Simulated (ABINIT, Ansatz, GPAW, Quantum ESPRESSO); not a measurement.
# One calculation of V, 4 ways

```
V
1.0
    -1.51435    1.51435    1.51435
     1.51435   -1.51435    1.51435
     1.51435    1.51435   -1.51435
V
1
Direct
  0.00000 0.00000 0.00000
```

Alike in all runs: task band structure; functional LDA; k mesh 12 × 12 × 12; occupations fermi-dirac, width 0.05 eV; collinear spin, ferromagnetic start; no spin-orbit coupling. LDA stands for any of its common fits. Pressure is positive in compression and, in plane waves, holds the error of the finite cutoff.

```csv
program and potentials,plane-wave cutoff (eV),notes,pressure (GPa),net moment per atom (μB)
"ABINIT, JTH PAW LDA v2.0",408,-,-17.19,0.00
"Ansatz, all-electron LAPW, scalar-relativistic",-,-,-17.78,0.00
"Quantum ESPRESSO, PseudoDojo 0.4.1 SR LDA standard",1143,-,-17.62,0.00
"GPAW, the program's PAW data sets (release 1.2.1) made for this functional",600,-,-17.10,0.00
```

The pressure spans -17.78 (Ansatz, all-electron LAPW, scalar-relativistic) to -17.10 GPa (GPAW, the program's PAW data sets (release 1.2.1) made for this functional), with all-electron results at -17.78. All agree on the net moment per atom. The cell lies far from this level's equilibrium. The state is the one that the start led to, which needn't be the lowest.

The functional is the same throughout but for its coding, so the spread measures potentials, basis and numerics; runs on potential files found faulty are left out.

All four runs put bcc vanadium under strong tension, so the LDA crystal would contract from this cell. Since the lattice constant is close to the measured one, the negative pressure reflects the familiar LDA overbinding of 3d metals rather than any real tendency of vanadium to shrink. The partly filled d band, with mostly bonding states occupied, makes the metal stiff, so even a modest error in bond length costs a large pressure. The differences between programs are small beside this shared offset, and may come from the treatment of the core and semicore shells.

The ferromagnetic start collapses to zero moment in every run, as expected for a metal known to be paramagnetic: the d band is broad enough that the exchange gain doesn't repay the kinetic cost of spin splitting. Because stretching the lattice narrows the d band and usually favours magnetism, a moment is probably no likelier at the smaller LDA equilibrium volume. Antiferromagnetic or spin-density-wave order, which needs a larger cell, isn't tested here.
